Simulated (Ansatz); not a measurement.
BaSnO₃:
```
CELL_PARAMETERS angstrom
      4.13130     0.00000     0.00000
      0.00000     4.13130     0.00000
      0.00000     0.00000     4.13130
ATOMIC_POSITIONS crystal
  Ba 0.00000 0.00000 0.00000
  Sn 0.50000 0.50000 0.50000
  O  0.00000 0.50000 0.50000
  O  0.50000 0.50000 0.00000
  O  0.50000 0.00000 0.50000
```

x, y and z are the axes in which the lattice vectors are written.

Q: Give the high-frequency dielectric tensor and the Born effective charge tensors of the independent atoms from DFPT, plane-wave PAW r²SCAN (Ansatz code).

A: 
ε∞:
```
4.35  0.00  0.00
0.00  4.35  0.00
0.00  0.00  4.35
```
Z* of atom 1 (Ba), rows: field, columns: displacement, in e:
```
2.74  0.00  0.00
0.00  2.74  0.00
0.00  0.00  2.74
```
Z* of atom 2 (Sn), rows: field, columns: displacement, in e:
```
4.44  0.00  0.00
0.00  4.44  0.00
0.00  0.00  4.44
```
Z* of atom 3 (O), rows: field, columns: displacement, in e:
```
-3.35   0.00   0.00
 0.00  -1.92   0.00
 0.00   0.00  -1.92
```

Static charges for comparison (Bader): Ba1 +1.58, Sn2 +2.59, O3 -1.39 e. Born charges measure polarisation by displacement and can exceed these by far.

Space group Pm-3m (cubic perovskite). The cell was relaxed with r²SCAN under the symmetry of its start. Scalar-relativistic: spin–orbit coupling is off unless named, which matters more the heavier the elements.

Potentials: the later of the program's two PAW sets.
